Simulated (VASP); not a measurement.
A run of VASP 6.6.1 is set up as follows.

The input INCAR:

```
SYSTEM = N
ALGO     = Normal         ! electronic algorithm
EDIFF    = 1E-6           ! SCF threshold, eV
ENCUT    = 450            ! plane-wave cutoff, eV
GGA      = PE             ! functional
ISIF     = 2              ! what is computed and relaxed
ISMEAR   = 0              ! smearing method
LASPH    = .True.         ! aspherical terms in the spheres
LCHARG   = .True.         ! write CHGCAR
LELF     = .True.         ! ELF
LREAL    = .False.        ! projectors in reciprocal space
LVHAR    = .True.       
LWAVE    = .False.        ! write WAVECAR
NELM     = 60             ! most SCF steps
PREC     = Accurate       ! precision mode
SIGMA    = 0.02           ! smearing width, eV
```

KPOINTS

```
k-points
0
Gamma
  6 6 5
  0 0 0
```

Contents of POSCAR:

```
N
1.0
    2.5194737886      0.0000000000      0.0000000000
   -1.2597368943      2.1819283051      0.0000000000
    0.0000000000      0.0000000000      2.4460020000
N
2
Direct
    0.3333333333      0.6666666667      0.7500000000
    0.6666666667      0.3333333333      0.2500000000
```

Potentials or basis: VASP PAW PBE potentials, release 64 (N_GW).

Command:

```bash
$ cat potpaw_PBE.64/N_GW/POTCAR > POTCAR
$ mpirun -np 1 vasp_std > vasp.out
```

Q: What does it give for the band gap on the k mesh?

A: None (metal or under the smearing width).

Caveat: the k mesh is coarse (spacing up to 0.51 Å⁻¹), so the values aren't converged.
